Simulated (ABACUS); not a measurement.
# C (Fd-3m) in ABACUS: further runs, part 2 of 2

ABACUS 3.10.1. The steps go on from the part before.

### Step 4. Relaxation of cell and atoms, RPBE

run_abacus.py reads:

```python
"""Relaxation by an ASE optimiser with ABACUS as a small file-based calculator."""
import re
import subprocess
import numpy as np
from ase.calculators.calculator import Calculator, all_changes
from ase.filters import FrechetCellFilter
from ase.io import read
from ase.optimize import BFGSLineSearch
from ase.stress import full_3x3_to_voigt_6_stress
from ase.units import Bohr, GPa

atoms = read("C.xyz")
atoms = atoms[(-atoms.numbers).argsort(kind="stable")]  # ABACUS lists atoms element by element
pseudo = {'C': 'C.upf'}
orbital = {}
magmoms = None
kmesh = [10, 10, 10]
params = {
    'suffix': 'C',
    'calculation': 'scf',
    'basis_type': 'pw',
    'pseudo_dir': './',
    'symmetry': 1,
    'dft_functional': 'GGA_X_RPBE+GGA_C_PBE',
    'ecutwfc': 82,
    'pseudo_rcut': 10,
    'nspin': 1,
    'nbands': 8,
    'ks_solver': 'dav',
    'smearing_method': 'fd',
    'smearing_sigma': 0.00367493,
    'scf_thr': 1e-08,
    'scf_nmax': 100,
    'mixing_type': 'broyden',
    'mixing_beta': 0.7,
    'cal_force': 1,
    'cal_stress': 1,
    'kpar': 4,
}

def write_input(atoms):
    symbols = atoms.get_chemical_symbols()
    elements = list(dict.fromkeys(symbols))
    lines = ["ATOMIC_SPECIES"] + [f"{e} {atoms.get_masses()[symbols.index(e)]:.4f} {pseudo[e]}" for e in elements]
    if orbital:
        lines += ["", "NUMERICAL_ORBITAL"] + [orbital[e] for e in elements]
    lines += ["", "LATTICE_CONSTANT", f"{1 / Bohr:.10f}", "", "LATTICE_VECTORS"]
    lines += [" ".join(f"{x:.10f}" for x in v) for v in atoms.cell]
    lines += ["", "ATOMIC_POSITIONS", "Direct"]
    for e in elements:
        lines += ["", e, "0.0", str(symbols.count(e))]
        for i, p in enumerate(atoms.get_scaled_positions(wrap=False)):
            if symbols[i] == e:
                mag = "" if magmoms is None else " mag " + " ".join(str(x) for x in (magmoms[i] if isinstance(magmoms[i], list) else [magmoms[i]]))
                lines.append(" ".join(f"{x:.10f}" for x in p) + " 1 1 1" + mag)
    open("STRU", "w").write("\n".join(lines) + "\n")
    open("KPT", "w").write("K_POINTS\n0\nGamma\n%d %d %d 0 0 0\n" % tuple(kmesh))
    open("INPUT", "w").write("INPUT_PARAMETERS\n" + "".join(f"{k:<20s}{v}\n" for k, v in params.items()))

class Abacus(Calculator):
    implemented_properties = ["energy", "free_energy", "forces", "stress"]

    def calculate(self, atoms=None, properties=("energy",), system_changes=all_changes):
        super().calculate(atoms, properties, system_changes)
        write_input(self.atoms)
        subprocess.run(['mpirun', '-np', '4', 'abacus'], check=True)
        log = open("OUT.C/running_scf.log").read()
        if "charge density convergence is achieved" not in log:
            raise RuntimeError("SCF not converged")
        rows = lambda title, n: np.array([l.split()[-3:] for l in log.split(title)[-1].split("\n")[2:2 + n]], float)
        energy = float(re.findall(r"FINAL_ETOT_IS (\S+)", log)[-1])
        stress = -rows("TOTAL-STRESS", 3) / 10 * GPa  # ABACUS prints kbar, compression positive
        self.results = dict(energy=energy, free_energy=energy, forces=rows("TOTAL-FORCE", len(self.atoms)), stress=full_3x3_to_voigt_6_stress(stress))

atoms.calc = Abacus()
opt = BFGSLineSearch(FrechetCellFilter(atoms), logfile="opt.log", trajectory="relax.traj")
print("optimiser converged:", opt.run(fmax=0.02, steps=60))
```

C.xyz reads:

```xyz
2
Lattice="0.0000000000 1.7833700000 1.7833700000 1.7833700000 0.0000000000 1.7833700000 1.7833700000 1.7833700000 0.0000000000" Properties=species:S:1:pos:R:3 pbc="T T T"
C      2.6750550000      2.6750550000      2.6750550000
C      1.7833700000      1.7833700000      1.7833700000
```

Potentials or basis: PseudoDojo NC SR 0.5 PBE standard, plane waves.

Command:

```
OMP_NUM_THREADS=1 python run_abacus.py > log
```

running log:

```text
ABACUS v3.10.1

               Atomic-orbital Based Ab-initio Computation at UStc

 ------------------------------------------------------------------------------------

 READING GENERAL INFORMATION
                           global_out_dir = OUT.C/
                           global_in_card = INPUT
                               pseudo_dir = ./
                              orbital_dir =
                                    DSIZE = 4
                                    GSIZE = 1

 READING UNITCELL INFORMATION
                                    ntype = 1
                  lattice constant (Bohr) = 1.88973
              lattice constant (Angstrom) = 1

[... 309 lines left out ...]
       6        18.8077    6.64536e-31
       7        18.8077    6.64536e-31
       8        26.3366        0.00000
[... 41 lines left out ...]
 6/12 kpoint (Cartesian) = 0.13974 0.13974 0.13974 (978 pws)
       1       -2.42729     0.00800000
       2     -0.0381442     0.00800000
       3        10.4122     0.00800000
       4        10.4122     0.00800000
       5        21.6973    2.11649e-55
       6        21.6973    2.11649e-55
       7        21.9986    5.11569e-58
       8        28.9179        0.00000

[... levels at 6 further k points ...]

------------------------------------------------------------------------------------------
 TOTAL-FORCE (eV/Angstrom)
------------------------------------------------------------------------------------------
                        C1         0.0000000000         0.0000000000         0.0000000000
                        C2         0.0000000000         0.0000000000         0.0000000000
------------------------------------------------------------------------------------------

----------------------------------------------------------------
 TOTAL-STRESS (KBAR)
----------------------------------------------------------------
        -2.4160498296         0.0000000000        -0.0000000000
         0.0000000000        -2.4160498296        -0.0000000000
         0.0000000000        -0.0000000000        -2.4160498296
----------------------------------------------------------------
 TOTAL-PRESSURE: -2.416050 KBAR

 --------------------------------------------
 !FINAL_ETOT_IS -327.7025838720937259 eV
 --------------------------------------------
```

INPUT:

```text
INPUT_PARAMETERS
suffix              C
calculation         scf
basis_type          pw
pseudo_dir          ./
symmetry            1
dft_functional      GGA_X_RPBE+GGA_C_PBE
ecutwfc             82
pseudo_rcut         10
nspin               1
nbands              8
ks_solver           dav
smearing_method     fd
smearing_sigma      0.00367493
scf_thr             1e-08
scf_nmax            100
mixing_type         broyden
mixing_beta         0.7
cal_force           1
cal_stress          1
kpar                4
```

STRU:

```text
ATOMIC_SPECIES
C 12.0110 C.upf

LATTICE_CONSTANT
1.8897261258

LATTICE_VECTORS
-0.0000000000 1.7890765001 1.7890765001
1.7890765001 -0.0000000000 1.7890765001
1.7890765001 1.7890765001 0.0000000000

ATOMIC_POSITIONS
Direct

C
0.0
2
0.7500000000 0.7500000000 0.7500000000 1 1 1
0.5000000000 0.5000000000 0.5000000000 1 1 1
```

Wall time 3.3 s (4 MPI ranks of Intel Xeon 6975P-C (Granite Rapids), shared host); peak memory 0.36 GiB.

Results:

```
Free energy                            : -327.7026 eV
Relaxed volume                         : 5.73 Å³/atom
Relaxed cell                           : a = 2.530 Å, b = 2.530 Å, c = 2.530 Å, α = 60.00°, β = 60.00°, γ = 60.00°
Space group after relaxing (to 0.05 Å) : Fd-3m (No. 227)
Energy gained by relaxing              : 0.7 meV/atom
Ionic steps                            : 2
Pressure after relaxing                : -0.2 GPa
Band gap on the k mesh                 : 4.28 eV, indirect (least direct gap 5.61 eV)
```

Step by step:
```tsv
step	energy change (eV)	largest force (eV/Å)	pressure (GPa)	volume (Å³)
1	0.0000	0.0000	3.91	11.34
2	-0.0014	0.0000	-0.24	11.45
```

Final structure:
```
CELL_PARAMETERS angstrom
0.00000 1.78908 1.78908
1.78908 0.00000 1.78908
1.78908 1.78908 0.00000
ATOMIC_POSITIONS crystal
C 0.75000 0.75000 0.75000
C 0.50000 0.50000 0.50000
```

Caveat: the potentials were made for another functional, which shifts forces and pressure. Zero-point motion and thermal expansion aren't in these numbers.

### Step 5. The runs side by side

| task | level | potentials or basis | cell | k mesh | cutoff (eV) | optimiser | force threshold | max steps | cell moves | gap on the mesh (eV) | pressure (GPa) |
| --- | --- | --- | --- | --- | --- | --- | --- | --- | --- | --- | --- |
| single point | SCAN | SG15 ONCV 1.2 PBE, plane waves | as given | 8 × 8 × 8 | 1293 | - | - | - | - | 4.48 | -4.1 |
| single point | RPBE | PseudoDojo NC SR 0.5 PBE standard, plane waves | as given | 10 × 10 × 10 | 1116 | - | - | - | - | 4.30 | 3.9 |
| relaxation of cell and atoms | RPBE | PseudoDojo NC SR 0.5 PBE standard, plane waves | relaxed | 10 × 10 × 10 | 1116 | ASE BFGSLineSearch | 0.02 eV/Å | 60 | yes | 4.28 | -0.2 |

Alike in all rows: no spin polarisation; smearing fermi-dirac 0.05 eV.

Caveats: the potentials were made for another functional, which shifts forces and pressure.

Absolute energies hang on the potentials; compare differences alone.
